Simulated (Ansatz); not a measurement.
Method: Ansatz 0.2.0, DFT PBE, scalar-relativistic, plane waves, PAW. Several structures of GdO₄ were relaxed, and the powder pattern of one of them was computed from 10° to 70° in 2θ (λ = 1.5406 Å; lines under 1 % are left out).

Cu Kα1 powder pattern (kinematic, no thermal factors).
```tsv
2θ (°)	relative intensity
25.45	100
29.18	54
30.05	18
41.74	41
42.38	63
49.53	36
50.65	27
52.28	16
60.51	12
62.46	3
66.72	8
67.65	22
68.57	9
69.03	7
```

Task: Which structure gives it?
A.

```
Gd O
1.0
    -2.66950    2.66950    2.66950
     2.66950   -2.66950    2.66950
     2.66950    2.66950   -2.66950
Gd O
1 4
Direct
  0.00000 0.00000 0.00000
  0.50000 0.50000 0.50000
  0.50000 0.00000 0.00000
  0.00000 0.00000 0.50000
  0.00000 0.50000 0.00000
```

B.

```
Gd O
1.0
    -2.16220    2.16220    2.97132
     2.16220   -2.16220    2.97132
     2.16220    2.16220   -2.97132
Gd O
1 4
Direct
  0.00000 0.00000 0.00000
  0.39806 0.39806 0.00000
  0.60194 0.60194 0.00000
  0.75000 0.25000 0.50000
  0.25000 0.75000 0.50000
```

C.

```
Gd O
1.0
     4.56053    0.00000    0.00000
    -2.28026    3.94953    0.00000
     0.00000    0.00000    4.59658
Gd O
1 4
Direct
  0.00000 0.00000 0.50000
  0.50000 0.00000 0.50000
  0.00000 0.50000 0.50000
  0.50000 0.50000 0.50000
  0.00000 0.00000 0.00000
```

D.

```
Gd O
1.0
     1.86488   -3.95869    0.00000
     1.86488    3.95869    0.00000
     0.00000    0.00000    4.52238
Gd O
1 4
Direct
  0.50000 0.50000 0.50000
  0.78172 0.21828 0.50000
  0.21828 0.78172 0.50000
  0.17598 0.17598 0.00000
  0.82402 0.82402 0.00000
```

Result: B. Its strongest line, at 2θ = 25.45°, has d = λ/(2 sin θ) = 3.497 Å and is the (1 0 1) reflection of the conventional I4/mmm cell with a = 4.324 Å, c = 5.943 Å. The others have their strongest lines at 23.5° (A); 22.5° (C); 33.1° (D).

The cells needn't be stable.
